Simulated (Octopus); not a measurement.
MgSi:

```
Si Mg
1.0
     2.90839    0.00000    0.00000
     0.00000    2.90839    0.00000
     0.00000    0.00000    4.10343
Si Mg
1 1
Direct
  0.50000 0.50000 0.50000
  0.00000 0.00000 0.00000
```

The cell comes from a database or a generator and needn't be the stable form of this composition.

```yaml
Program: Octopus 16.4
Task: single point
Functional: PBEsol
Potentials_or_basis: pseudodojo_pbesol (PseudoDojo 0.4, PBEsol)
Grid_spacing: 0.116 × 0.116 × 0.117 Å
k_mesh: 9 × 9 × 7
Occupations: fermi-dirac, width 0.05 eV
Spin: no spin polarisation
```

On this cell: largest force under 0.003 eV/Å; band gap on the k mesh none (metal or under the smearing width).

The same run follows on a disturbed copy (atoms moved at random, drawn with an rms of 0.05 Å):

```
Si Mg
1.0
     2.90839    0.00000    0.00000
     0.00000    2.90839    0.00000
     0.00000    0.00000    4.10343
Si Mg
1 1
Direct
  0.50647 0.48044 0.48810
  0.99561 0.00805 0.00308
```

Task: What does the disturbed cell give?

Result: The energy (extrapolated to zero smearing) moves by +6.0 meV/atom; largest force 0.283 eV/Å; band gap on the k mesh none (metal or under the smearing width).

Forces in eV/Å, atoms in the order of the input:
```
Si  -0.060  0.147  0.234
Mg   0.060 -0.147 -0.234
```
